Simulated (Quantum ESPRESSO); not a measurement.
# Ta (Im-3m) in Quantum ESPRESSO: settings compared

The runs below take Ta through phonons, phonon dispersion, with vdW-DF-cx, LDA, PBE, PBEsol.

Everything below comes from runs of Quantum ESPRESSO 7.5. Logs are shortened: lines on timing, memory, paths and dates and some standing lists are left out, and cuts for length are marked.

## 1. The crystal as given

The structure is cubic, space group Im-3m (No. 229). The conventional cell has a = 3.303 Å, b = 3.303 Å, c = 3.303 Å, α = 90.00°, β = 90.00°, γ = 90.00°. Ta (site symmetry m-3m) has 8 Ta at 2.86 Å as nearest neighbours.

## 2. Phonons, vdW-DF-cx

File pw.in:

```
&CONTROL
  calculation = 'scf'
  prefix = 'pwscf'
  outdir = './tmp'
  pseudo_dir = './pseudo'
  tprnfor = .true.
  tstress = .true.
  disk_io = 'low'
/
&SYSTEM
  ibrav = 0
  A = 2.86010086
  nat = 1
  ntyp = 1
  ecutwfc = 58
  nbnd = 12
  input_dft = 'vdw-df-cx'
  occupations = 'smearing'
  smearing = 'mv'
  degauss = 0.01469973
/
&ELECTRONS
  conv_thr = 2d-10
  electron_maxstep = 120
  mixing_beta = 0.5
/
ATOMIC_SPECIES
Ta   180.9479 Ta.upf
CELL_PARAMETERS alat
  -0.5773502687    0.5773502687    0.5773502687
   0.5773502687   -0.5773502687    0.5773502687
   0.5773502687    0.5773502687   -0.5773502687
ATOMIC_POSITIONS alat
Ta     0.0000000000    0.0000000000    0.0000000000
K_POINTS automatic
11 11 11 0 0 0
```

File relax.in:

```
&CONTROL
  calculation = 'vc-relax'
  prefix = 'pwscf'
  outdir = './tmp'
  pseudo_dir = './pseudo'
  tprnfor = .true.
  tstress = .true.
  disk_io = 'low'
  nstep = 40
  forc_conv_thr = 0.0001
  etot_conv_thr = 1d-06
/
&SYSTEM
  ibrav = 0
  A = 2.86010086
  nat = 1
  ntyp = 1
  ecutwfc = 58
  nbnd = 12
  input_dft = 'vdw-df-cx'
  occupations = 'smearing'
  smearing = 'mv'
  degauss = 0.01469973
/
&ELECTRONS
  conv_thr = 2d-10
  electron_maxstep = 120
  mixing_beta = 0.5
/
&IONS
  ion_dynamics = 'bfgs'
/
&CELL
  cell_dynamics = 'bfgs'
  press = 0
  press_conv_thr = 0.2
/
ATOMIC_SPECIES
Ta   180.9479 Ta.upf
CELL_PARAMETERS alat
  -0.5773502687    0.5773502687    0.5773502687
   0.5773502687   -0.5773502687    0.5773502687
   0.5773502687    0.5773502687   -0.5773502687
ATOMIC_POSITIONS alat
Ta     0.0000000000    0.0000000000    0.0000000000
K_POINTS automatic
11 11 11 0 0 0
```

File scf2.in:

```
&CONTROL
  calculation = 'scf'
  prefix = 'pwscf'
  outdir = './tmp'
  pseudo_dir = './pseudo'
  tprnfor = .true.
  tstress = .true.
  disk_io = 'low'
/
&SYSTEM
  ibrav = 0
  A = 2.84350514
  nat = 1
  ntyp = 1
  ecutwfc = 58
  nbnd = 12
  input_dft = 'vdw-df-cx'
  occupations = 'smearing'
  smearing = 'mv'
  degauss = 0.01469973
/
&ELECTRONS
  conv_thr = 1d-13
  electron_maxstep = 120
  mixing_beta = 0.5
  startingpot = 'file'
  startingwfc = 'file'
/
ATOMIC_SPECIES
Ta   180.9479 Ta.upf
CELL_PARAMETERS alat
  -0.5773502686    0.5773502686    0.5773502686
   0.5773502686   -0.5773502686    0.5773502686
   0.5773502686    0.5773502686   -0.5773502686
ATOMIC_POSITIONS alat
Ta     0.0000000000    0.0000000000    0.0000000000
K_POINTS automatic
11 11 11 0 0 0
```

File ph.in:

```
phonons of Ta
&INPUTPH
  prefix = 'pwscf'
  outdir = './tmp'
  tr2_ph = 1d-18
  fildyn = 'dyn'
  niter_ph = 90
  alpha_mix(1) = 0.4
/
0.4330127019 0.4330127019 0.4330127019
```

Potentials or basis: PseudoDojo 0.4.1 SR PBE standard.

Launch:

```sh
$ OMP_NUM_THREADS=1 mpirun -n 4 pw.x -nk 4 -in pw.in > pw.out
$ OMP_NUM_THREADS=1 mpirun -n 4 pw.x -nk 4 -in relax.in > relax.out
$ OMP_NUM_THREADS=1 mpirun -n 4 pw.x -nk 4 -in scf2.in > scf2.out
$ OMP_NUM_THREADS=1 mpirun -n 4 ph.x -nk 4 -in ph.in > ph.out
```

pw.out:

```text
This program is part of the open-source Quantum ESPRESSO suite
     for quantum simulation of materials; please cite
         "P. Giannozzi et al., J. Phys.:Condens. Matter 21 395502 (2009);
         "P. Giannozzi et al., J. Phys.:Condens. Matter 29 465901 (2017);
         "P. Giannozzi et al., J. Chem. Phys. 152 154105 (2020);
     in publications or presentations arising from this work. More details at

     IMPORTANT: XC functional enforced from input :
     Exchange-correlation= VDW-DF-CX
                           (   1   4  27   0   1   0   0)
     Any further DFT definition will be discarded
     Please, verify this is what you really want

     Message from routine setup:
     using ibrav=0 with symmetry is DISCOURAGED, use correct ibrav instead

     K-points division:     npool     =       4
     Subspace diagonalization in iterative solution of the eigenvalue problem:
     a serial algorithm will be used

     G-vector sticks info
     --------------------
     sticks:   dense  smooth     PW     G-vecs:    dense   smooth      PW
     Sum         507     507    169                 7155     7155    1409

     Using Slab Decomposition

     bravais-lattice index     =            0
     lattice parameter (alat)  =       5.4048  a.u.
     unit-cell volume          =     121.5399 (a.u.)^3
     number of atoms/cell      =            1
     number of atomic types    =            1
     number of electrons       =        13.00
     number of Kohn-Sham states=           12
     kinetic-energy cutoff     =      58.0000  Ry
     charge density cutoff     =     232.0000  Ry
     scf convergence threshold =      2.0E-10
     mixing beta               =       0.5000
     number of iterations used =            8  plain     mixing
     Exchange-correlation= VDW-DF-CX
                           (   1   4  27   0   1   0   0)

     celldm(1)=   5.404807  celldm(2)=   0.000000  celldm(3)=   0.000000
     celldm(4)=   0.000000  celldm(5)=   0.000000  celldm(6)=   0.000000

     crystal axes: (cart. coord. in units of alat)
               a(1) = (  -0.577350   0.577350   0.577350 )
               a(2) = (   0.577350  -0.577350   0.577350 )
               a(3) = (   0.577350   0.577350  -0.577350 )

     reciprocal axes: (cart. coord. in units 2 pi/alat)
               b(1) = (  0.000000  0.866025  0.866025 )
               b(2) = (  0.866025  0.000000  0.866025 )
               b(3) = (  0.866025  0.866025  0.000000 )

     PseudoPot. # 1 for Ta read from file:
     Ta.upf
     Pseudo is Norm-conserving + core correction, Zval = 13.0
     Generated using ONCVPSP code by D. R. Hamann
     Using radial grid of 1450 points,  8 beta functions with:
                l(1) =   0
                l(2) =   0
                l(3) =   1
                l(4) =   1
                l(5) =   2
                l(6) =   2
                l(7) =   3
                l(8) =   3

     atomic species   valence    mass     pseudopotential
     Ta               13.00   180.94790     Ta( 1.00)

     48 Sym. Ops., with inversion, found

   Cartesian axes

     site n.     atom                  positions (alat units)
         1        Ta     tau(   1) = (   0.0000000   0.0000000   0.0000000  )

     number of k points=    56  Marzari-Vanderbilt smearing, width (Ry)=  0.0147
                       cart. coord. in units 2pi/alat
        k(    1) = (   0.0000000   0.0000000   0.0000000), wk =   0.0015026
        k(    2) = (   0.0787296   0.0787296   0.0000000), wk =   0.0180316
        k(    3) = (   0.1574592   0.1574592   0.0000000), wk =   0.0180316
        k(    4) = (   0.2361887   0.2361887   0.0000000), wk =   0.0180316
        k(    5) = (   0.3149183   0.3149183   0.0000000), wk =   0.0180316
        k(    6) = (   0.3936479   0.3936479   0.0000000), wk =   0.0180316
[... 48 lines left out ...]
        k(   55) = (  -0.7872958  -0.0787296  -0.0787296), wk =   0.0120210
        k(   56) = (  -0.0000000  -0.0000000   0.7872958), wk =   0.0090158

     Dense  grid:     7155 G-vectors     FFT dimensions: (  27,  27,  27)

     Initial potential from superposition of free atoms

     starting charge      12.9991, renormalised to      13.0000

     %%%%%%%%%%%%%%%%%%%%%%%%%%%%%%%%%%%%%%%%%%%%%%%%%%%%%%%%%%%%%%%%%%%%%%%%
     %                                                                      %
     % You are using vdW-DF, which was implemented by the Thonhauser group. %
     % Please cite the following two papers that made this development      %
     % possible and the two reviews that describe the various versions:     %
     %                                                                      %
     %   T. Thonhauser et al., PRL 115, 136402 (2015).                      %
     %   T. Thonhauser et al., PRB 76, 125112 (2007).                       %
     %   K. Berland et al., Rep. Prog. Phys. 78, 066501 (2015).             %
     %   D.C. Langreth et al., J. Phys.: Condens. Matter 21, 084203 (2009). %
     %                                                                      %
     % If you are calculating stress with vdW-DF, please also cite:         %
     %                                                                      %
     %   R. Sabatini et al., J. Phys.: Condens. Matter 24, 424209 (2012).   %
     %                                                                      %
     %%%%%%%%%%%%%%%%%%%%%%%%%%%%%%%%%%%%%%%%%%%%%%%%%%%%%%%%%%%%%%%%%%%%%%%%

     %%%%%%%%%%%%%%%%%%%%%%%%%%%%%%%%%%%%%%%%%%%%%%%%%%%%%%%%%%%%%%%%%%%%%%%%
     %                                                                      %
     %  vdW-DF NEWS:                                                        %
     %                                                                      %
     %  * vdW-DF3 is now available. DOI: 10.1021/acs.jctc.0c00471           %
     %    use with input_dft = 'vdW-DF3-opt1' or 'vdW-DF3-opt2'             %
     %                                                                      %
     %  * Unscreened and range-separated hybrid vdW-DF-cx functionals       %
     %    DOI: 10.1063/1.4986522 and 10.1088/1361-648X/ac2ad2               %
     %    use with input_dft = 'vdW-DF-cx0'    and 'vdW-DF-ahcx'            %
     %  * Unscreened and range-separated hybrid vdW-DF2-b86r functionals    %
     %    DOI: 10.1063/1.4986522 and DOI: 10.1103/PhysRevX.12.041003        %
     %    use with input_dft = 'vdW-DF2-br0' and 'vdW-DF2-ahbr'             %
     %                                                                      %
     %%%%%%%%%%%%%%%%%%%%%%%%%%%%%%%%%%%%%%%%%%%%%%%%%%%%%%%%%%%%%%%%%%%%%%%%

     Starting wfcs are   10 randomized atomic wfcs +    2 random wfcs

     Self-consistent Calculation

     iteration #  1     ecut=    58.00 Ry     beta= 0.50
     Davidson diagonalization with overlap
     ethr =  1.00E-02,  avg # of iterations =  3.6

     Threshold (ethr) on eigenvalues was too large:
     Diagonalizing with lowered threshold

     Davidson diagonalization with overlap
     ethr =  1.81E-04,  avg # of iterations =  2.3

     total energy              =    -130.13485211 Ry
     estimated scf accuracy    <       0.02469261 Ry

     iteration #  2     ecut=    58.00 Ry     beta= 0.50
     Davidson diagonalization with overlap
     ethr =  1.90E-04,  avg # of iterations =  1.9

     total energy              =    -130.13711605 Ry
     estimated scf accuracy    <       0.00160079 Ry

     iteration #  3     ecut=    58.00 Ry     beta= 0.50
     Davidson diagonalization with overlap
     ethr =  1.23E-05,  avg # of iterations =  2.4

     total energy              =    -130.13733005 Ry
     estimated scf accuracy    <       0.00011397 Ry

     iteration #  4     ecut=    58.00 Ry     beta= 0.50
     Davidson diagonalization with overlap
     ethr =  8.77E-07,  avg # of iterations =  1.7

     total energy              =    -130.13733476 Ry
     estimated scf accuracy    <       0.00000159 Ry

     iteration #  5     ecut=    58.00 Ry     beta= 0.50
     Davidson diagonalization with overlap
     ethr =  1.22E-08,  avg # of iterations =  2.0

     total energy              =    -130.13733519 Ry
     estimated scf accuracy    <       0.00000007 Ry

     iteration #  6     ecut=    58.00 Ry     beta= 0.50
     Davidson diagonalization with overlap
     ethr =  5.16E-10,  avg # of iterations =  2.0

     total energy              =    -130.13733520 Ry
     estimated scf accuracy    <          7.4E-10 Ry

     iteration #  7     ecut=    58.00 Ry     beta= 0.50
     Davidson diagonalization with overlap
     ethr =  5.72E-12,  avg # of iterations =  2.0

     End of self-consistent calculation

          k = 0.0000 0.0000 0.0000 (   935 PWs)   bands (ev):

   -48.6613 -14.6221 -14.6221 -14.6221  10.4378  19.0330  19.0330  19.0330
    22.3159  22.3159  32.9482  32.9482

          k = 0.0787 0.0787 0.0000 (   933 PWs)   bands (ev):

   -48.6521 -14.7242 -14.6537 -14.6227  10.8034  18.7998  18.9545  19.3941
    21.9671  22.3180  33.2643  33.5783

          k = 0.1575 0.1575 0.0000 (   921 PWs)   bands (ev):

   -48.6273 -14.9909 -14.7374 -14.6242  11.7927  18.2354  18.5833  20.4472
    21.6140  22.3724  33.7123  35.4520

          k = 0.2362 0.2362 0.0000 (   905 PWs)   bands (ev):

   -48.5947 -15.3255 -14.8451 -14.6262  13.0241  17.5967  18.1803  21.8133
    22.0921  22.5596  32.8824  34.3893

          k = 0.3149 0.3149 0.0000 (   908 PWs)   bands (ev):

   -48.5646 -15.6199 -14.9420 -14.6281  13.7985  17.0819  18.6235  22.1870
    22.8811  24.0990  31.2967  31.9575

          k = 0.3936 0.3936 0.0000 (   904 PWs)   bands (ev):

   -48.5466 -15.7895 -14.9988 -14.6293  13.9471  16.8012  19.7441  22.2370
    23.1741  25.8244  30.2227  30.2717
[... 186 lines left out ...]
          k =-0.0000-0.2362 0.5511 (   910 PWs)   bands (ev):

   -48.5211 -15.6894 -15.1325 -14.8820  15.0493  17.4241  18.2378  20.2541
    25.1099  25.4971  30.0135  33.7654

          k = 0.0787-0.1575 0.5511 (   907 PWs)   bands (ev):

   -48.5162 -15.5854 -15.2213 -14.9492  15.5826  16.5411  18.5833  20.7807
    23.5185  25.7354  30.7221  33.8120

          k =-0.7873-0.2362-0.2362 (   912 PWs)   bands (ev):

   -48.5082 -15.6389 -15.2638 -14.9462  15.5137  16.7994  18.2345  20.7905
    24.5634  27.3730  28.9089  32.3947

          k =-0.7086-0.1575-0.2362 (   908 PWs)   bands (ev):

   -48.5034 -15.5534 -15.3953 -14.9547  16.1038  16.1907  17.8997  22.1727
    23.3731  28.0383  28.9856  31.5408

          k =-0.0000 0.0000 0.4724 (   908 PWs)   bands (ev):

   -48.5378 -15.3173 -15.0891 -15.0891  15.0766  16.9043  19.8506  19.8506
    21.9138  23.1934  33.0651  36.7485

          k = 0.0000-0.0787 0.5511 (   906 PWs)   bands (ev):

   -48.5121 -15.4711 -15.1949 -15.1255  15.5764  16.1531  20.0244  20.3966
    23.4290  23.6265  32.8053  34.4103

          k =-0.0000-0.1575 0.6298 (   905 PWs)   bands (ev):

   -48.4968 -15.5921 -15.2568 -15.1139  15.4302  16.1042  19.9245  20.2869
    25.2052  25.7359  29.9070  32.2254

          k = 0.0787-0.0787 0.6298 (   901 PWs)   bands (ev):

   -48.4925 -15.5207 -15.3293 -15.1557  15.5827  15.6506  19.8786  21.7307
    23.6876  25.7082  30.7431  32.1559

          k =-0.7873-0.1575-0.1575 (   906 PWs)   bands (ev):

   -48.4852 -15.5397 -15.3930 -15.1514  15.3851  15.6329  19.6933  22.2419
    24.4174  27.9270  28.5260  30.5604

          k = 0.0000 0.0000 0.6298 (   896 PWs)   bands (ev):

   -48.4884 -15.4351 -15.3045 -15.3045  15.4005  15.4472  21.5667  21.5667
    23.6554  23.8753  32.3170  32.3170

          k =-0.0000-0.0787 0.7086 (   896 PWs)   bands (ev):

   -48.4743 -15.5014 -15.3685 -15.3196  15.0149  15.1640  22.0513  22.0630
    24.9610  25.9140  29.4707  30.2789

          k =-0.7873-0.0787-0.0787 (   889 PWs)   bands (ev):

   -48.4675 -15.4627 -15.4627 -15.3311  14.8808  14.8808  22.0283  24.2238
    24.2238  28.1378  28.1378  28.2729

          k =-0.0000-0.0000 0.7873 (   880 PWs)   bands (ev):

   -48.4609 -15.4518 -15.4337 -15.4337  14.6216  14.6657  24.1447  24.1447
    24.9543  26.3579  28.1751  28.1751

     the Fermi energy is    18.3111 ev

!    total energy              =    -130.13733520 Ry
     estimated scf accuracy    <          3.8E-11 Ry
     smearing contrib. (-TS)   =       0.00053093 Ry
     internal energy E=F+TS    =    -130.13786612 Ry

     The total energy is F=E-TS. E is the sum of the following terms:
     one-electron contribution =     -16.67470633 Ry
     hartree contribution      =      14.61703921 Ry
     xc contribution           =     -29.53237554 Ry
     ewald contribution        =     -98.54782347 Ry

     convergence has been achieved in   7 iterations

     Forces acting on atoms (cartesian axes, Ry/au):

     atom    1 type  1   force =     0.00000000    0.00000000    0.00000000

     Total force =     0.000000     Total SCF correction =     0.000000

     Computing stress (Cartesian axis) and pressure

          total   stress  (Ry/bohr**3)                   (kbar)     P=      -35.63
  -0.00024218   0.00000000   0.00000000          -35.63        0.00        0.00
   0.00000000  -0.00024218   0.00000000            0.00      -35.63        0.00
   0.00000000   0.00000000  -0.00024218            0.00        0.00      -35.63

=------------------------------------------------------------------------------=
   JOB DONE.
=------------------------------------------------------------------------------=
```

It took 1.9 min on 4 MPI ranks of Arm Neoverse V1, shared host; peak memory 0.36 GiB.

Results:

```
Free energy                                 : -1770.6121 eV
Relaxed volume                              : 17.70 Å³/atom
Relaxed cell                                : a = 2.844 Å, b = 2.844 Å, c = 2.844 Å, α = 109.47°, β = 109.47°, γ = 109.47°
Space group after relaxing (to 0.05 Å)      : Im-3m (No. 229)
Pressure after relaxing                     : 0.0 GPa
Band gap on the k mesh                      : none (metal or under the smearing width)
Highest phonon frequency at the q point run : 121 cm⁻¹
```

The path:
| step | energy change (eV) | largest force (eV/Å) | pressure (GPa) | volume (Å³) |
| --- | --- | --- | --- | --- |
| 1 | 0.0000 | 0.0000 | -3.56 | 18.01 |
| 2 | -0.0035 | 0.0000 | 0.16 | 17.69 |
| 3 | -0.0035 | 0.0000 | -0.01 | 17.70 |

Final structure:
```yaml
crystal:
  lattice:
    - [-1.64170, 1.64170, 1.64170]
    - [1.64170, -1.64170, 1.64170]
    - [1.64170, 1.64170, -1.64170]
  atoms:
    - { symbol: Ta, position: [0.00000, 0.00000, 0.00000] }
```

Phonon frequencies in cm⁻¹ (negative: imaginary):
| q point | frequencies |
| --- | --- |
| (0.250, 0.250, 0.250) | 121 121 121 |

Phonon modes at q = (0.250, 0.250, 0.250) in reciprocal lattice units:
```tsv
mode	symmetry	cm⁻¹
1	T_2	121
2	T_2	121
3	T_2	121
```

Caveat: the potentials were made for another functional, which shifts forces and pressure; the q point doesn't lie on the k mesh, which can shift a metal's frequencies strongly unless the mesh is converged. The run has no spin-orbit coupling, so splittings on Ta are missing.

[end of part 1 of 4]
